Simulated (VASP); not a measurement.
# SiC: an input that fails (molecular dynamics with a thermostat)

SiC, P6_3mc (no. 186), 8 atoms in the cell.

INCAR:
```
  GGA = PE
  PREC = Normal
  ENCUT = 400
  EDIFF = 1E-5
  NELMIN = 4
  NELM = 60
  ALGO = Normal
  LREAL = Auto
  LASPH = T
  ISMEAR = 0
  SIGMA = 0.05
  ISYM = 0
  LWAVE = F
  LCHARG = F
  IBRION = 0
  NSW = 200
  POTIM = 1.0
  TEBEG = 800
  TEEND = 800
  ISIF = 2
  RANDOM_SEED = 815435 0 0
  MDALGO = 3
  LANGEVIN_GAMMA = 2000 2000
  KPAR = 4
```

KPOINTS:
```
k-points
0
Gamma
  3 2 2
```

POSCAR:
```
SiC
1.0
    3.0760000000      0.0000000000      0.0000000000
    0.0000000000      5.3277882840      0.0000000000
    0.0000000000      0.0000000000      5.0480000000
Si C
4 4
Direct
    0.5000000000      0.1666666666      0.5000000000
    0.0000000001      0.6666666666      0.5000000000
    0.0000000000      0.3333333334      0.0000000000
    0.4999999999      0.8333333333      0.0000000000
    0.5000000000      0.1666666666      0.8850000000
    0.0000000001      0.6666666666      0.8850000000
    0.0000000000      0.3333333334      0.3850000000
    0.4999999999      0.8333333333      0.3850000000
```

Commands:
```
cat potpaw_PBE.64/Si/POTCAR potpaw_PBE.64/C/POTCAR > POTCAR
mpirun -np 4 vasp_std > vasp.out
```

VASP stops with:
```
Error: convergence problem! ---->  I REFUSE TO CONTINUE WITH THIS SICK JOB ... BYE!!! <----
```

Cause: friction far too strong.
